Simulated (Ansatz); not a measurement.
# Al₂Au: from λ and ω_log to T_c, calculated with Ansatz

Space group Fm-3m (No. 225), 3 atoms in the cell of the first input below: a = 4.246 Å, b = 4.246 Å, c = 4.246 Å, α = 60.00°, β = 60.00°, γ = 60.00°.

The structure is a measured one, not always of the ambient phase, relaxed without spin–orbit coupling to zero pressure (pressure 0.0 GPa with this functional, without spin–orbit coupling). Functional: PBEsol.

Input:

```yaml
crystal:
  lattice:
    - [0.0, 3.0022629966, 3.0022629966]
    - [3.0022629966, 0.0, 3.0022629966]
    - [3.0022629966, 3.0022629966, 0.0]
  atoms:
    - { symbol: Al, position: [0.25, 0.25, 0.25] }
    - { symbol: Al, position: [0.75, 0.75, 0.75] }
    - { symbol: Au, position: [0.0, 0.0, 0.0] }
basis:
  ecutwfc: 420
  ecutrho_ratio: 4
kpoints:
  mp_grid: { grid: [10, 10, 10] }
hamiltonian:
  xc: pbesol
scf:
  occupations: { method: methfessel_paxton, width: 0.2 }
output: {}
phonons:
  supercell: [2, 2, 2]
  qpath:
    path:
      - [[0.0, 0.0, 0.0], [0.5, 0.0, 0.5], [0.625, 0.25, 0.625]]
      - [[0.375, 0.375, 0.75], [0.0, 0.0, 0.0], [0.5, 0.5, 0.5], [0.5, 0.25, 0.75], [0.5, 0.0, 0.5]]
    npoints: 6
  electrical_resistivity: { mesh: [20, 20, 20], temperatures: [50, 100, 200, 300, 500] }
  superconductivity: { mesh: [20, 20, 20], eliashberg_equations: false }
```

```bash
ansatz run input.yaml --threads 8 --pin off --max-ram 15360MiB --backend cpu --events-out ev --progress --plain --runs-dir out
```

Time: 120 s on 8 threads of AMD EPYC 7R43 64-Core Processor (Zen 3) (shared host), peak memory 3.1 GiB.

On the finest mesh λ = 0.3347, ω_log = 18.850 meV, N(E_F) = 0.455 states per eV, spin and cell. λ by mesh: 20×20×20 0.335, 10×10×10 0.332, 5×5×5 0.300. ω_log by mesh: 18.85, 19.15, 21.05 meV.

Task: What T_c does McMillan's formula in the Allen–Dynes form give for μ* = 0.10?

Result: T_c = (ω_log/1.2) exp[−1.04(1+λ)/(λ − μ*(1+0.62λ))] = (218.75 K/1.2) × exp(−1.3881/0.2139) = 0.28 K. By mesh, finest first, the same formula gives 0.28, 0.26, 0.12 K.

```
  μ*  McMillan (K)  Allen–Dynes with strong-coupling factors (K)
0.08          0.54                                          0.54
0.10          0.28                                          0.28
0.12          0.12                                          0.12
0.13          0.07                                          0.07
0.14          0.04                                          0.04
0.16          0.01                                          0.01
0.20          0.00                                          0.00
```

Caveats: no spin-orbit coupling, which matters for these elements; small supercell, couplings not converged in it; with so small a supercell and a typed μ*, T_c can miss a measured one by a factor of two or more.

Al₂Au comes out as a weak-coupling superconductor with a sub-kelvin T_c, in keeping with its known superconductivity at very low temperature. The phonon scale is not what limits it: at λ = 0.3347 the attraction only modestly exceeds the Coulomb repulsion, so the small difference between them in the exponent suppresses T_c. This also explains why raising μ* from 0.08 to 0.14 lowers T_c from 0.54 to 0.04 K, while the strong-coupling factors change nothing visible.

The weak coupling probably reflects the modest density of states at the Fermi level, where broad sp bands dominate and the filled Au 5d shell lies well below. With mesh refinement λ rises while ω_log falls, which suggests that coupling to soft phonons is better sampled. T_c still increases, because the exponential gain outweighs the smaller prefactor. The results support weak phonon-mediated pairing, but these integrated quantities don't show whether Al or Au vibrations carry most of the coupling.
